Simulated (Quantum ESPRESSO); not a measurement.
Runs of Quantum ESPRESSO 7.5 on O. The typed cell holds 4 atoms: a = 2.847 Å, b = 3.784 Å, c = 4.931 Å, α = 102.54°, β = 90.00°, γ = 112.10°. 

```csv
task,level,potentials or basis,cutoff (eV),smearing,gap on the mesh (eV),pressure (GPa),largest force (eV/Å)
single point,PBE,SSSP 1.3 efficiency PBE,748,fermi-dirac 0.05 eV,none,(b),7.57
real-space fields,PBE+D3,GBRV 1.5 LDA,612,fermi-dirac 0.136 eV,none,9.0,6.99
single point,PBE+D3,GBRV 1.5 PBEsol,612,gaussian 0.1 eV,none,9.9,7.63
single point,vdW-DF,SG15 PBE 1.2,952,gaussian 0.05 eV,none,-,(a)
```

Alike in all rows: no spin polarisation; cell as given; k mesh 10 × 8 × 6.

Question: Fill in the values left out.

Answer: (a) 7.59; (b) 10.6.

Caveats: spin is off for a triplet molecule; the potentials were made for another functional, which shifts forces and pressure (some runs); pairwise dispersion overbinds metals, which lowers pressure and volume (some runs); forces of over 1 eV/Å show positions far from the minimum, so gaps and moduli don't describe the material at rest (some runs).

A gap of «none» marks a metal or a gap under the smearing width.
